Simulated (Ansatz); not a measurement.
The system is Ni.

```xyz
1
Lattice="0.0000 1.7376 1.7376 1.7376 0.0000 1.7376 1.7376 1.7376 0.0000" Properties=species:S:1:pos:R:3 pbc="T T T"
Ni    0.0000    0.0000    0.0000
```

```yaml
Program: Ansatz 0.2.0
Task: relaxation of cell and atoms
Functional: LDA
Potentials_or_basis: all-electron LAPW, scalar-relativistic
Basis_error_allowed: 0.001 eV/atom
k_mesh: 13 × 13 × 13
Occupations: fermi-dirac, width 0.05 eV
Spin: collinear spin, ferromagnetic start
Starting_moments: "[1.0] μB"
```

At the start: volume 10.49 Å³/atom.

Task: Where does the relaxation end?

Result: Over 5 steps the energy falls by 15.4 meV/atom and the volume is 10.03 Å³/atom (-4.4 %); space group Fm-3m (No. 225, to 0.05 Å); moment 0.62 μB per cell.

Step by step:
| step | energy change (eV) | largest force (eV/Å) | volume (Å³) |
| --- | --- | --- | --- |
| 1 | 0.0000 | 0.0000 | 10.49 |
| 2 | -0.0114 | 0.0000 | 10.26 |
| 3 | -0.0154 | 0.0000 | 10.01 |
| 4 | -0.0154 | 0.0000 | 10.03 |
| 5 | -0.0154 | 0.0000 | 10.03 |

Final structure:
```yaml
crystal:
  lattice:
    - [0.00000, 1.71185, 1.71185]
    - [1.71185, 0.00000, 1.71185]
    - [1.71185, 1.71185, 0.00000]
  atoms:
    - { symbol: Ni, position: [0.00000, 0.00000, 0.00000] }
```
